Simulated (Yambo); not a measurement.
# Si (I4/mmm) in Yambo: further runs, part 3 of 3

Yambo 5.3.0.

### 5 Optical spectrum, PBEsol

Contents of optics0.in:

```
optics
chi
Chimod= "IP"
% BndsRnXd
 1 | 32 |
%
% LongDrXd
 0 | 0 | 1 |
%
% QpntsRXd
 1 | 1 |
%
% EnRngeXd
 0 | 30 | eV
%
% DmRngeXd
 0.2 | 0.2 | eV
%
ETStpsXd= 300
```

Contents of scf.in:

```
&CONTROL
  calculation = 'scf'
  prefix = 'pwscf'
  outdir = './tmp'
  pseudo_dir = './pseudo'
/
&SYSTEM
  ibrav = 0
  A = 2.65272978
  nat = 1
  ntyp = 1
  ecutwfc = 36
  nbnd = 7
  occupations = 'smearing'
  smearing = 'fd'
  degauss = 0.00367493
  force_symmorphic = .true.
/
&ELECTRONS
  conv_thr = 2d-10
  electron_maxstep = 120
  mixing_beta = 0.5
/
ATOMIC_SPECIES
Si    28.0850 Si.upf
CELL_PARAMETERS alat
  -0.6132984001    0.6132984001    0.4977249699
   0.6132984001   -0.6132984001    0.4977249699
   0.6132984001    0.6132984001   -0.4977249699
ATOMIC_POSITIONS alat
Si     0.0000000000    0.0000000000    0.0000000000
K_POINTS automatic
20 20 20 0 0 0
```

Contents of nscf.in:

```
&CONTROL
  calculation = 'nscf'
  prefix = 'pwscf'
  outdir = './tmp'
  pseudo_dir = './pseudo'
/
&SYSTEM
  ibrav = 0
  A = 2.65272978
  nat = 1
  ntyp = 1
  ecutwfc = 36
  nbnd = 32
  occupations = 'smearing'
  smearing = 'fd'
  degauss = 0.00367493
  force_symmorphic = .true.
/
&ELECTRONS
  conv_thr = 1d-08
  diago_full_acc = .true.
  diago_thr_init = 1d-06
/
ATOMIC_SPECIES
Si    28.0850 Si.upf
CELL_PARAMETERS alat
  -0.6132984001    0.6132984001    0.4977249699
   0.6132984001   -0.6132984001    0.4977249699
   0.6132984001    0.6132984001   -0.4977249699
ATOMIC_POSITIONS alat
Si     0.0000000000    0.0000000000    0.0000000000
K_POINTS automatic
20 20 20 0 0 0
```

Potentials or basis: PseudoDojo 0.4.1 SR PBEsol standard.

Command:

```sh
OMP_NUM_THREADS=1 pw.x -in scf.in > scf.out
OMP_NUM_THREADS=1 pw.x -in nscf.in > nscf.out
cd tmp/pwscf.save; p2y; mv SAVE ../..; cd ../..
OMP_NUM_THREADS=1 yambo
OMP_NUM_THREADS=1 yambo -F optics0.in -J optics0 -C optics0_out
```

Yambo's report:

```text
[... sections 02.01 to 02.04 as in the set-up run ...]

[... 5 lines left out ...]
  [X] Bosonic    Temperature                        :  0.258606E-1   300.100    [eV K]
  [X] Finite Temperature mode                       : yes
  [X] El. density                                   :  0.28615E+24 [cm-3]
  [X] Fermi Level                                   :  11.07841 [eV]

  [X] === Gaps and Widths ===
  [X] Conduction Band Min                           :  11.07841 [eV]
  [X] Valence Band Max                              :  11.07841 [eV]
  [X] Filled Bands                                  :  1
  [X] Metallic Bands                                :   2   4
  [X] Empty Bands                                   :    5   32

  [X] === Metallic Characters ===
  [X] N of el / N of met el                         :  4.000000  1.950176
  [X] Average metallic occ.                         :  0.162515

  [WARNING] [X] Metallic system

 [03] Transferred momenta grid and indexing
 ==========================================

 IBZ Q-points                                      :   641
 BZ  Q-points                                      :   8000

 K/Q-points units:
 rlu = crystal or reduced units; cc = cartesian coordinates; iku = interal k-units

 Q [  1]        [rlu]:  0.000000  0.000000  0.000000
 Q [  2]        [rlu]:  0.14354E-17 -0.40165E-18  0.50000E-01
 Q [  3]        [rlu]:  0.25741E-17 -0.50659E-18  0.10000
 Q [  4]        [rlu]:  0.48254E-17 -0.17242E-17  0.15000
 Q [  5]        [rlu]:  0.57416E-17 -0.16066E-17  0.20000
 Q [  6]        [rlu]:  0.69545E-17 -0.17857E-17  0.25000
[... 42 lines left out ...]
 Q [ 49]        [rlu]:  0.24139E-16  0.20000      0.30000
 Q [ 50]        [rlu]:  0.24139E-16  0.20000      0.35000

 Remaining 591 points informations can be written running with -fatlog

 [04] Dipoles
 ============

  [04.01] Setup: observables and procedures
  =========================================

  [WF-Oscillators/G space/Transverse up loader] Normalization (few states)  min/max  :  0.22705E-16   1.0000

  [WR./optics0//ndb.dipoles]------------------------------------------------------
   Brillouin Zone Q/K grids (IBZ/BZ)                :    641   8000    641   8000
   RL vectors                                       :   775 [WF]
   Fragmentation                                    : yes
   Electronic Temperature                           :  300.1000 [K]
   Bosonic    Temperature                           :  300.1000 [K]
   DIP band range                                   :    1   32
   DIP band range limits                            :   4   2
   DIP e/h energy range                             : -1.000000 -1.000000 [eV]
   RL vectors in the sum                            :   775
   [r,Vnl] included                                 : yes
   Bands ordered                                    : yes
   Direct v evaluation                              : no
   Approach used                                    : G-space v
   Dipoles computed                                 : R V P [G-space]
   Wavefunctions                                    : Perdew, Burke & Ernzerhof SOL(X)+Perdew, Burke & Ernzerhof SOL(C)

  [WARNING] [r,Vnl^pseudo] included in position and velocity dipoles.

  [WARNING] In case H contains other non local terms, these are neglected

 [05] Optics
 ===========

 [X-CG] R(p) Tot o/o(of R):    34364   492926      100

 [WARNING] The system is a metal but Drude term not included.
```

r_setup:

```text
[02] CORE Variables Setup
 =========================

  [02.01] Unit cells
  ==================

  Cell kind             :  Unknown
  Atoms in the cell     :  Si
  number of Si atoms    :  1

  List of atomic masses
  Mass of Si    :  28.08500
[... 476 lines left out ...]
  =================

   [03.01.01] Sigma indexes
   ========================

   [WR./SAVE//ndb.kindx]-----------------------------------------------------------
    Fragmentation                                    : no
    Polarization last K ( bz)                        :   8000
    Polarization last K (ibz)                        :   641
    QP states                                        :     1   641
    X grid is uniform                                : yes
    Grids (string)                                   :  X S
    Grids (int-vector)                               :  1  0  0  1
```

Wall time 55 s (1 thread of Arm Neoverse V2, shared host); peak memory 0.37 GiB.

Results:

```yaml
Band_gap_on_the_k_mesh_mean-field_level: none (metal or under the smearing width)
```

Dielectric function (along the field direction of the input):
```csv
energy (eV),real part,imaginary part
0.30,40.15,21.61
0.90,-10.87,48.64
1.61,-8.97,5.67
2.31,-4.32,2.27
3.01,-2.25,1.00
3.61,-1.22,0.56
4.31,-0.55,0.38
5.02,-0.20,0.25
5.72,0.12,0.16
6.32,0.26,0.12
7.02,0.41,0.10
7.73,0.51,0.08
8.43,0.59,0.06
9.03,0.64,0.05
9.73,0.70,0.04
10.43,0.74,0.03
11.14,0.77,0.03
11.74,0.80,0.04
12.44,0.82,0.02
13.14,0.84,0.02
13.85,0.86,0.02
14.45,0.89,0.03
15.15,0.89,0.05
15.85,0.88,0.03
16.56,0.90,0.02
17.16,0.91,0.02
17.86,0.92,0.02
18.56,0.92,0.04
19.26,0.91,0.02
19.97,0.92,0.02
```

Energy-loss function:
| energy (eV) | loss |
| --- | --- |
| 0.0 | 0.000 |
| 1.3 | 0.033 |
| 2.6 | 0.125 |
| 3.9 | 0.477 |
| 5.2 | 3.943 |
| 6.5 | 1.024 |
| 7.8 | 0.266 |
| 9.1 | 0.105 |
| 10.4 | 0.060 |
| 11.7 | 0.055 |
| 13.0 | 0.028 |
| 14.3 | 0.028 |
| 15.7 | 0.044 |
| 17.0 | 0.023 |
| 18.3 | 0.037 |
| 19.6 | 0.023 |
| 20.9 | 0.017 |
| 22.2 | 0.020 |
| 23.5 | 0.015 |
| 24.8 | 0.015 |
| 26.1 | 0.015 |
| 27.4 | 0.009 |
| 28.7 | 0.010 |
| 30.0 | 0.008 |

Caveat: the intraband (Drude) term of the metal is left out; the ground state has no gap, which makes the many-body step unreliable; independent-particle spectra lack excitons.

### 6 Overview

```tsv
task	k mesh	k mesh of the self-consistent run	direction of the field or of q to 0	broadening	kernel	strength of the long-range kernel	gap on the mesh (eV)
optical spectrum	12 × 12 × 12	12 × 12 × 12	x	0.1 eV	long-range correction	-0.2	none
optical spectrum by the Bethe-Salpeter equation	12 × 12 × 12	12 × 12 × 12	x	0.1 eV	Hartree (RPA with local fields)	-	-
optical spectrum by the Bethe-Salpeter equation	12 × 12 × 12	12 × 12 × 12	x	0.1 eV	screened exchange	-	-
optical spectrum	20 × 20 × 20	20 × 20 × 20	z	0.2 eV	none (independent particles)	-	none
```

Alike in all rows: level PBEsol; potentials or basis PseudoDojo 0.4.1 SR PBEsol standard; no spin polarisation; cell as given; cutoff (eV) 490; smearing fermi-dirac 0.05 eV.

Every run on the cell as given and a fine mesh finds a metal.

Caveats: the intraband (Drude) term of the metal is left out; the ground state has no gap, which makes the many-body step unreliable; spectra need much finer meshes, so this one isn't converged (some runs); independent-particle spectra lack excitons (some runs); the long-range kernel's strength is typed, not fitted to the crystal's screening (some runs); the transitions start from uncorrected Kohn-Sham levels, so peaks lie too low (some runs); exciton energies and binding change strongly with the k mesh and aren't converged on this one (some runs).

Absolute energies hang on the potentials; compare differences alone.
